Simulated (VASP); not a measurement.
Crystal: BN.

```xyz
2
Lattice="0.0000 1.8130 1.8130 1.8130 0.0000 1.8130 1.8130 1.8130 0.0000" Properties=species:S:1:pos:R:3 pbc="T T T"
N     0.9065    0.9065    0.9065
B     0.0000    0.0000    0.0000
```

The cell is a database's computed one.

Base run:

| Item | Value |
| --- | --- |
| Program | VASP 6.6.1 |
| Functional | revTPSS |
| Potentials or basis | VASP PAW PBE potentials, release 64 (N, B) |
| Cutoff | 520 eV |
| k mesh | 13 × 13 × 13 |
| Occupations | fermi-dirac, width 0.05 eV |
| Spin | no spin polarisation |

Its results: band gap on the k mesh 4.39 eV, indirect (least direct gap 9.18 eV).

Task: The run is repeated on the same cell with these changes: functional from revTPSS to RPBE. What comes out?

Result: Band gap on the k mesh 4.55 eV, indirect (least direct gap 8.83 eV).

A k mesh can miss the band edges.
